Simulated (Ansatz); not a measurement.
**NbP in Ansatz: the effect of functional**

NbP:

```
Nb P
1.0
    -1.68602    1.68602    5.77812
     1.68602   -1.68602    5.77812
     1.68602    1.68602   -5.77812
Nb P
2 2
Direct
  0.24988 0.74988 0.50000
  0.49988 0.49988 0.00000
  0.83275 0.33275 0.50000
  0.08275 0.08275 0.00000
```

The cell is a database's computed one.

The cell isn't the ideal one: volume scaled by 1.02.

Alike in all runs:

| Quantity | Value |
| --- | --- |
| Program | Ansatz 0.2.0 |
| Task | single point |
| Potentials or basis | Ansatz PAW |
| k mesh | 11 × 11 × 11 |
| Occupations | fermi-dirac, width 0.05 eV |
| Spin | no spin polarisation |

Q: One run gave: pressure -12.6 GPa. Which functional did it use?
A. r2SCAN
B. PBE
C. LDA

A: C.

| functional | cutoff | pressure (GPa) |
| --- | --- | --- |
| LDA | 420 eV (not typed: the program's choice for these potentials) | -12.6 |
| r2SCAN | 500 eV (not typed: the program's choice for these potentials) | -5.2 |
| PBE | 420 eV (not typed: the program's choice for these potentials) | -4.6 |

Caveats: the PAW data sets come from PBE, with cores solved anew for the run's functional, which leaves a small shift of forces and pressure (some runs).
